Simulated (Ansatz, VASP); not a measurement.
# CdSe (CdSe(110)): VASP beside Ansatz, part 2 of 3

Aim: how closely do two programs agree when they are given the same cell, functional and k mesh? The structure shown is the end of the VASP relaxation below.

VASP 6.6.1 and Ansatz 0.2.0.

So far: Starting point; VASP: relaxation, PBE.

## (3) Ansatz: single point, PBE

Level of this step: Ansatz beside VASP: Kohn-Sham DFT, plane waves, PBE (Ansatz).

Ansatz runs on its default PAW (the set named soft_2) files.

The same cell, functional, mesh and smearing now go to Ansatz, which takes its cutoff from its data sets.

input.yaml

```yaml
crystal:
  lattice:
    - [4.38053632, 0.0, 0.0]
    - [0.0, 6.19501387, 0.0]
    - [0.0, 0.0, 33.52214527]
  atoms:
    - { symbol: Cd, position: [0.0, 0.05274629, 0.25250588] }
    - { symbol: Cd, position: [0.5, 0.48309198, 0.29888984] }
    - { symbol: Cd, position: [0.0, 0.99270195, 0.36947926] }
    - { symbol: Cd, position: [0.5, 0.49341319, 0.43323082] }
    - { symbol: Cd, position: [0.0, 0.99794198, 0.5] }
    - { symbol: Cd, position: [0.5, 0.49341319, 0.56676918] }
    - { symbol: Cd, position: [0.0, 0.99270195, 0.63052074] }
    - { symbol: Cd, position: [0.5, 0.48309198, 0.70111016] }
    - { symbol: Cd, position: [0.0, 0.05274629, 0.74749412] }
    - { symbol: Se, position: [0.0, 0.73514381, 0.30432627] }
    - { symbol: Se, position: [0.5, 0.25432146, 0.23176555] }
    - { symbol: Se, position: [0.0, 0.74496456, 0.43466296] }
    - { symbol: Se, position: [0.5, 0.24494109, 0.36728375] }
    - { symbol: Se, position: [0.0, 0.74496456, 0.56533704] }
    - { symbol: Se, position: [0.5, 0.24940936, 0.5] }
    - { symbol: Se, position: [0.0, 0.73514381, 0.69567373] }
    - { symbol: Se, position: [0.5, 0.24494109, 0.63271625] }
    - { symbol: Se, position: [0.5, 0.25432146, 0.76823445] }
hamiltonian:
  xc: pbe
  pseudopotentials: { kind: paw }
kpoints:
  mp_grid: { grid: [6, 4, 1] }
scf:
  occupations: { method: gaussian, width: 0.03 }
  n_extra_bands: 8
efield:
  axis: 3
  dipole_correction: true
  ramp_width: 0.04
output:
  forces: true
  eigenvalues: true
  write_density: true
  write_potential: true
  elf: true
  volumetric_format: npy
```

Started as:

```console
> ansatz run input.yaml --threads 8 --pin off --max-ram 18432MiB --backend cpu --events-out ev --progress --plain --runs-dir out
```

Numbers of over 12 decimals in the logs are rounded to 6 here.

Log:

```text
scf.n_extra_bands = 8 over 162 filled bands (N_el = 324.0): the run solves 170 bands
Engine: ansatz 0.2.0, aarch64-unknown-linux-gnu
Pseudopotentials: kind: paw
Pseudopotential: Cd, paw, valence charge 20, recommended cutoff 420 eV (normal), Cd.paw.azcp
Pseudopotential: Se, paw, valence charge 16, recommended cutoff 420 eV (normal), Se.paw.azcp
Functional definition: PBE
  parameter kappa = 0.804
  parameter beta = 0.066725
  exchange = pbe_x(kappa = kappa, mu = beta*pi^2/3)
  correlation = pbe_c(beta = beta)
Crystal: 18 atoms, lattice volume = 909.707 Å³
Basis set: ecut = 420 eV, 17811 PW (Γ), exchange–correlation on 60×90×450 points (8 copies of the dense FFT grid, shifted against one another)
Bands: 170, of which v1, the nominal top of the filled ones, is band 162 counted from 1 (161 counted from 0)
Symmetry: 2 space group operations
k-points: 12 of 24 (time reversal used)
Non-local potential: Cd, projectors of the file, l = 0: 3, l = 1: 2, l = 2: 2, l = 3: 1
Non-local potential: Se, projectors of the file, l = 0: 2, l = 1: 2, l = 2: 3, l = 3: 1
PAW form: soft (Blöchl's): semilocal exchange-correlation on the pseudo side does not see the compensation charge
PAW one-centre angular grid: Cd, 590 points (default); XC on 64 Gauss nodes
PAW one-centre angular grid: Se, 590 points (default); XC on 64 Gauss nodes
Initial density: superposition of atomic densities (neutral atoms: chi_scale 0, normalization atom), corrected by the library's trained network
Initial wavefunctions: pseudopotential atomic-orbital guess
Functional: x = pbe(κ = 0.804, μ = 0.219515), c = pbe(β = 0.066725)
SCF iter   1: F=—  HF=-123522.251845 eV  |F-HF|=—  |Δ(HF+E_count)|=         —  Δρ=1.03e-3  dr2=2.40e-2  ethr=1.77e-3  p=0.000 e·Å  D=6.93e-14 V/Å  ΔV_dip=-0.00 eV  dr2_dipole=7.37e-8  V_vac-E_F(+/−)=5.13/5.13 eV  ⟨swp⟩=6.6  Hψ=7887  notcnv=0
efield: sawtooth ramp at fractional position 0.9800 (placed from the atoms, in the widest stretch of the axis that holds none; the zero of the levels goes with the place), width 0.0400; the density the first Hamiltonian is built on has a dipole p = 0.000 e·Å; the dipole correction subtracts the counter field D = 6.93e-14 V/Å, which shifts the + side's vacuum level by -0.00 eV against the − side's; the planar-averaged density in the ramp window peaks in size at 1.3e-5 e/Å³
preconditioner: auto → Resta (q_TF=auto, 2.297 Å⁻¹)  ε∞=3.8  [insulator: Δε(μ)=0.871 eV  Ē_g=9.299 eV  σ=0.030 eV  W_gap=1.00  n_scr=186 (ndim 8)  ℏωp=15.7 eV  f_vac=0.468  D(μ)=0.00/eV (n_scr^D=0)  ε∞_Penn≈3.8  vacuum switching on, ρ_ref=6.3e-3 e/Å³]
SCF iter   2: F=—  HF=-123522.244060 eV  |F-HF|=—  |Δ(HF+E_count)|=   7.79e-3  Δρ=4.50e-4  dr2=3.23e-3  ethr=7.40e-6  p=0.000 e·Å  D=2.43e-5 V/Å  ΔV_dip=-0.00 eV  dr2_dipole=8.86e-8  V_vac-E_F(+/−)=5.20/5.20 eV  ⟨swp⟩=2.3  Hψ=3534  notcnv=0  defer=20
SCF iter   3: F=—  HF=-123522.244669 eV  |F-HF|=—  |Δ(HF+E_count)|=   6.10e-4  Δρ=1.73e-4  dr2=6.35e-4  ethr=9.98e-7  p=-0.000 e·Å  D=-1.88e-5 V/Å  ΔV_dip=0.00 eV  dr2_dipole=6.02e-8  V_vac-E_F(+/−)=5.20/5.19 eV  ⟨swp⟩=2.0  Hψ=2933  notcnv=0  defer=20
SCF iter   4: F=—  HF=-123522.244988 eV  |F-HF|=—  |Δ(HF+E_count)|=   3.18e-4  Δρ=7.69e-5  dr2=8.72e-5  ethr=1.96e-7  p=0.000 e·Å  D=7.12e-6 V/Å  ΔV_dip=-0.00 eV  dr2_dipole=8.63e-9  V_vac-E_F(+/−)=5.21/5.21 eV  ⟨swp⟩=2.0  Hψ=3014  notcnv=0  defer=20
SCF iter   5: F=—  HF=-123522.244708 eV  |F-HF|=—  |Δ(HF+E_count)|=   2.79e-4  Δρ=2.81e-5  dr2=1.26e-5  ethr=2.69e-8  p=-0.000 e·Å  D=-8.78e-6 V/Å  ΔV_dip=0.00 eV  dr2_dipole=1.32e-8  V_vac-E_F(+/−)=5.21/5.21 eV  ⟨swp⟩=2.0  Hψ=3524  notcnv=0  defer=20
SCF iter   6: F=—  HF=-123522.244720 eV  |F-HF|=—  |Δ(HF+E_count)|=   1.13e-5  Δρ=1.07e-5  dr2=1.36e-6  ethr=3.88e-9  p=0.000 e·Å  D=4.35e-6 V/Å  ΔV_dip=-0.00 eV  dr2_dipole=3.05e-9  V_vac-E_F(+/−)=5.21/5.21 eV  ⟨swp⟩=2.0  Hψ=3524  notcnv=0  defer=20
SCF iter   7: F=—  HF=-123522.244722 eV  |F-HF|=—  |Δ(HF+E_count)|=   1.85e-6  Δρ=3.34e-6  dr2=1.65e-7  ethr=4.18e-10  p=-0.000 e·Å  D=-4.57e-6 V/Å  ΔV_dip=0.00 eV  dr2_dipole=3.60e-9  V_vac-E_F(+/−)=5.21/5.21 eV  ⟨swp⟩=2.0  Hψ=3284  notcnv=0  defer=20
SCF iter   8: F=-123522.244722 eV  HF=-123522.244722 eV  |F-HF|=4.26e-9  |Δ(HF+E_count)|=   1.91e-7  Δρ=1.19e-6  dr2=1.86e-8  ethr=3.09e-11  p=0.000 e·Å  D=4.18e-6 V/Å  ΔV_dip=-0.00 eV  dr2_dipole=2.85e-9  V_vac-E_F(+/−)=5.21/5.21 eV  ⟨swp⟩=12.9  Hψ=14672  notcnv=0
SCF 1 converged in 8 iterations: F = -123522.244722 eV  dr2 = 1.86e-8
  greatest PAW one-centre occupation: 1.000 electrons in one spin orbital (limit 2), on the Cd atom at site 0 (counted from 0), in its partial waves of l = 0
WARN: The output density's exchange-correlation potential varies sharply where the density is thin. Do not read a vacuum level from v_tot or v_xc, or from such a field of the output density. On a cell that repeats whose density bears no net charge and no dipole along the vacuum's axis use v_es (v_loc + v_h of the components); under efield.dipole_correction with no amplitude use v_es + v_field, which holds any externa [...]
SCF converged after 8 iterations
Free energy (F): -123522.244722 eV
Harris-Foulkes:  -123522.244722 eV  (|F-HF|=4.26e-9)
Internal energy: -123522.244722 eV  (E = F + TS)
E sigma→0 (E₀):  -123522.244722 eV
Fermi energy:    2.062327 eV
Dipole field:    D = -0.000030 V/Å  (p = -0.000148 e·Å, saw-weighted, corrected)
Work function:   Φ+ = 5.2140 eV   Φ− = 5.2130 eV
Levels:          The Fermi level and band energies are counted from a zero that moves with the ramp; work functions are not
--- Per-component energies (eV) ---
  E_band       = -9861.476495
  E_kinetic    = 5602.404324
  E_local      = -398665.441957  (includes V_loc(G=0)·N_el)
  E_nonlocal   = -5059.486980
  E_hartree    = 197013.437341
  E_xc         = -2522.992827
  E_vxc        = -2870.420212  (∫ρ·V_xc dr)
  E_paw        = -53954.029084  (= ΣΔE_a)
  E_vpaw       = -2895.391848  (= ΣTr[D̂ρ^β])
  E_aug_tail   = -0.005391  (compensation charges beyond the density's cutoff)
  E_efield     = 0.000000  (sawtooth field / dipole correction)
  E_vefield    = 0.000000  (∫n·V_field dr)
  E_ewald      = 134063.869852
  E_smearing   = -0.000000  (= −TS)
  E_closure    = 0.000000  (closes the sum)
  Σ components = -123522.244722   (vs F -123522.244722, Δ=0.00e0)
--- Forces (eV/Å), atoms counted from 1 ---
  atom   1  Cd     0.00000000     0.03237274     0.01534274
  atom   2  Cd    -0.00000000    -0.00077728    -0.00308825
  atom   3  Cd     0.00000000     0.00099888     0.01908513
  atom   4  Cd     0.00000000    -0.01037904     0.01060537
  atom   5  Cd     0.00000000    -0.00463264    -0.00001438
  atom   6  Cd     0.00000000    -0.01037782    -0.01063578
  atom   7  Cd     0.00000000     0.00099837    -0.01911500
  atom   8  Cd    -0.00000000    -0.00077160     0.00305192
  atom   9  Cd     0.00000000     0.03235198    -0.01536184
  atom  10  Se    -0.00000000     0.00683965     0.00025853
  atom  11  Se     0.00000000    -0.00073652     0.02154743
  atom  12  Se    -0.00000000    -0.01498557     0.01533576
  atom  13  Se    -0.00000000     0.00466262     0.01859081
  atom  14  Se    -0.00000000    -0.01498595    -0.01530447
  atom  15  Se    -0.00000000    -0.03134580     0.00001671
  atom  16  Se    -0.00000000     0.00684141    -0.00022331
  atom  17  Se    -0.00000000     0.00466258    -0.01855323
  atom  18  Se     0.00000000    -0.00074059    -0.02152534
  max |Σ_I F_I| component: 1.28e-5 eV/Å
--- Band table (eV; the first three rows and the last of 12) ---
  k-point 0: bands = [... 158 lower, 1.4619, 1.5153, 1.5624, 1.6128, 2.5118, 3.1630, 3.7943, 4.3861, ... 4 higher]
  k-point 1: bands = [... 158 lower, 1.3239, 1.3292, 1.3340, 1.3600, 3.4620, 3.5907, 3.8035, 4.0896, ... 4 higher]
  k-point 2: bands = [... 158 lower, 0.9993, 1.0105, 1.0960, 1.0964, 3.9912, 4.0129, 4.1187, 4.2589, ... 4 higher]
  k-point 11: bands = [... 158 lower, 0.8145, 0.8527, 1.0260, 1.0327, 4.0401, 4.1661, 4.4457, 4.8599, ... 4 higher]
```

Elapsed: 68 s, on 8 threads of Arm Neoverse N1, shared host; peak memory 5.9 GiB; 8.9 min of CPU time.

Reading the cycles: dr2 is the Hartree energy of the density residual (eV), the measure of convergence; HF is the Harris–Foulkes estimate of the energy, which meets the free energy F at convergence.

## (4) Comparison

Known differences besides the potentials themselves: the data sets hold 324 valence electrons in Ansatz (default PAW (the set named soft_2) files) and 162 in VASP; the cutoff is 420 eV in Ansatz and 320 eV in VASP (PREC = Normal, projectors in real space); VASP leaves aspherical gradient terms in its spheres out (LASPH is not set), Ansatz keeps them. Total energies have different zeros and are not compared.

Both answers:

```
              quantity  Ansatz   VASP  difference
gap on the k mesh (eV)   0.899  0.894      +0.005
```

At this near-relaxed geometry the largest component of a force difference is 37 meV/Å. A gap on the mesh is an upper bound, since the band edges may lie between its points.

## (5) Ansatz: band structure, PBE

Levels along a path test the potential and the projectors away from the mesh points.

input.yaml

```yaml
crystal:
  lattice:
    - [4.3805363187, 0.0, 0.0]
    - [0.0, 6.1950138724, 0.0]
    - [0.0, 0.0, 33.5221452749]
  atoms:
    - { symbol: Cd, position: [0.0, 0.0527462922, 0.2525058832] }
    - { symbol: Cd, position: [0.5, 0.4830919786, 0.2988898397] }
    - { symbol: Cd, position: [0.0, 0.992701953, 0.3694792592] }
    - { symbol: Cd, position: [0.5, 0.4934131944, 0.4332308154] }
    - { symbol: Cd, position: [0.0, 0.9979419791, 0.5] }
    - { symbol: Cd, position: [0.5, 0.4934131944, 0.5667691846] }
    - { symbol: Cd, position: [0.0, 0.992701953, 0.6305207408] }
    - { symbol: Cd, position: [0.5, 0.4830919786, 0.7011101603] }
    - { symbol: Cd, position: [0.0, 0.0527462922, 0.7474941168] }
    - { symbol: Se, position: [0.0, 0.7351438091, 0.3043262732] }
    - { symbol: Se, position: [0.5, 0.2543214553, 0.2317655529] }
    - { symbol: Se, position: [0.0, 0.7449645605, 0.4346629573] }
    - { symbol: Se, position: [0.5, 0.2449410876, 0.367283753] }
    - { symbol: Se, position: [0.0, 0.7449645605, 0.5653370427] }
    - { symbol: Se, position: [0.5, 0.2494093593, 0.5] }
    - { symbol: Se, position: [0.0, 0.7351438091, 0.6956737268] }
    - { symbol: Se, position: [0.5, 0.2449410876, 0.632716247] }
    - { symbol: Se, position: [0.5, 0.2543214553, 0.7682344471] }
hamiltonian:
  xc: pbe
  pseudopotentials: { kind: paw }
kpoints:
  mp_grid: { grid: [6, 4, 1] }
  band_path:
    path:
      - [0.0, 0.0, 0.0]
      - [0.07692, 0.0, 0.0]
      - [0.15385, 0.0, 0.0]
      - [0.26923, 0.0, 0.0]
      - [0.34615, 0.0, 0.0]
      - [0.42308, 0.0, 0.0]
      - [0.5, 0.0, 0.0]
      - [0.5, 0.07692, 0.0]
      - [0.5, 0.19231, 0.0]
      - [0.5, 0.26923, 0.0]
      - [0.5, 0.34615, 0.0]
      - [0.5, 0.46154, 0.0]
      - [0.5, 0.5, 0.0]
      - [0.42308, 0.5, 0.0]
      - [0.30769, 0.5, 0.0]
      - [0.23077, 0.5, 0.0]
      - [0.11538, 0.5, 0.0]
      - [0.03846, 0.5, 0.0]
      - [0.0, 0.5, 0.0]
      - [0.0, 0.38462, 0.0]
      - [0.0, 0.30769, 0.0]
      - [0.0, 0.23077, 0.0]
      - [0.0, 0.11538, 0.0]
      - [0.0, 0.03846, 0.0]
      - [0.03846, 0.03846, 0.0]
      - [0.11538, 0.11538, 0.0]
      - [0.19231, 0.19231, 0.0]
      - [0.30769, 0.30769, 0.0]
      - [0.38462, 0.38462, 0.0]
      - [0.5, 0.5, 0.0]
    npoints: 1
scf:
  occupations: { method: gaussian, width: 0.03 }
  n_extra_bands: 15
efield:
  axis: 3
  dipole_correction: true
  ramp_width: 0.04
output:
  forces: true
  eigenvalues: true
```

Log:

```text
[...]
Crystal: 18 atoms, lattice volume = 909.707 Å³
Basis set: ecut = 420 eV, 17811 PW (Γ), exchange–correlation on 60×90×450 points (8 copies of the dense FFT grid, shifted against one another)
Bands: 177, of which v1, the nominal top of the filled ones, is band 162 counted from 1 (161 counted from 0)
Symmetry: 2 space group operations
[...]
k-point 0: bands = [... 158 lower, 1.4619, 1.5153, 1.5624, 1.6128, 2.5118, 3.1630, 3.7943, 4.3861, ... 11 higher]
  k-point 1: bands = [... 158 lower, 1.3239, 1.3292, 1.3340, 1.3600, 3.4620, 3.5907, 3.8035, 4.0896, ... 11 higher]
  k-point 2: bands = [... 158 lower, 0.9993, 1.0105, 1.0960, 1.0964, 3.9912, 4.0129, 4.1187, 4.2589, ... 11 higher]
  k-point 11: bands = [... 158 lower, 0.8145, 0.8527, 1.0260, 1.0327, 4.0401, 4.1661, 4.4457, 4.8599, ... 11 higher]
[key lines of the parts left out:]
SCF converged after 8 iterations
Free energy (F): -123522.244722 eV
Fermi energy:    2.062322 eV
Dipole field:    D = -0.000020 V/Å  (p = -0.000100 e·Å, saw-weighted, corrected)
Work function:   Φ+ = 5.2139 eV   Φ− = 5.2132 eV
```

Elapsed: 2.7 min, on 8 threads; peak memory 7.5 GiB; 21 min of CPU time.

[end of part 2 of 3]

[Lines on the potential files, build, host, timing and source positions are cut from VASP's logs without a mark.]

[Logs are printed without paths, hosts, clocks, repeated set-up lines and the standing remarks that a program may print on its own settings, such as how far it seeks lower states.]

[Hosts, paths, dates, database ids (printed as entryN), source tags and the programs' standing remarks are cut or masked in the printed files.]
